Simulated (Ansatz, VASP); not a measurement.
## One calculation of SiO2, two programs

The input INCAR:

```
SYSTEM = SiO2
PREC = Accurate
ENCUT = 520
EDIFF = 1E-6
ISMEAR = 0
SIGMA = 0.05
LREAL = .FALSE.
LASPH = .TRUE.
NELM = 60
ALGO = Normal
ISIF = 2
LWAVE = .FALSE.
LCHARG = .FALSE.
GGA = CA
NBANDS = 25
```

File KPOINTS:

```
regular mesh
0
G
  6 6 8
  0 0 0
```

Contents of POSCAR:

```
SiO2
1.0
    4.1801000000      0.0000000000      0.0000000000
    0.0000000000      4.1801000000      0.0000000000
    0.0000000000      0.0000000000      2.3420000000
Si O
2 4
Direct
    0.5000000000      0.5000000000      0.5000000000
    0.0000000000      0.0000000000      0.0000000000
    0.6944252994      0.6944252994      0.0000000000
    0.1944252994      0.8055747006      0.5000000000
    0.3055747006      0.3055747006      0.0000000000
    0.8055747006      0.1944252994      0.5000000000
```

Input for Ansatz:

```yaml
crystal:
  lattice:
    - [4.1801, 0.0, 0.0]
    - [0.0, 4.1801, 0.0]
    - [0.0, 0.0, 2.342]
  atoms:
    - { symbol: Si, position: [0.5, 0.5, 0.5] }
    - { symbol: Si, position: [0.0, 0.0, 0.0] }
    - { symbol: O, position: [0.6944252994, 0.6944252994, 0.0] }
    - { symbol: O, position: [0.1944252994, 0.8055747006, 0.5] }
    - { symbol: O, position: [0.3055747006, 0.3055747006, 0.0] }
    - { symbol: O, position: [0.8055747006, 0.1944252994, 0.5] }
basis:
  ecutwfc: 520.0
kpoints:
  mp_grid: { grid: [6, 6, 8] }
hamiltonian:
  xc: lda
  pseudopotentials: { kind: paw, azcp: { folder: soft_1 } }
scf:
  occupations: { method: gaussian, width: 0.05 }
output:
  forces: true
  stress: true
  eigenvalues: true
  write_density: true
  write_potential: true
  elf: true
  volumetric_format: npy
```

Alike in both runs: task single point; functional LDA; k mesh 6 × 6 × 8; occupations gaussian, width 0.05 eV; no spin polarisation.

|  | VASP | Ansatz |
| --- | --- | --- |
| version | VASP 6.6.1 | Ansatz 0.2.0 |
| potentials or method | VASP PAW LDA potentials, release 64 (Si, O) | scalar-relativistic, plane waves, PAW |
| plane-wave cutoff (eV) | 520 | 520 |
| valence electrons in the cell | 32 | 32 |

Ansatz gave:

| Property | Result |
| --- | --- |
| gap on the k mesh at the Fermi level (eV) | 7.96 |
| least direct gap on the mesh (eV) | 7.96 |
| rms of the force components (eV/Å) | 0.337 |

Problem. Which values does VASP return?

Solution. gap on the k mesh at the Fermi level (eV): 7.93; least direct gap on the mesh (eV): 7.93; rms of the force components (eV/Å): 0.391.

Atom by atom the forces differ by 0.054 eV/Å (rms over components). Ansatz warned: «pseudo_functional_mismatch».

 A k mesh can miss the band edges. LDA gaps usually lie below the measured ones, often by a third to a half.
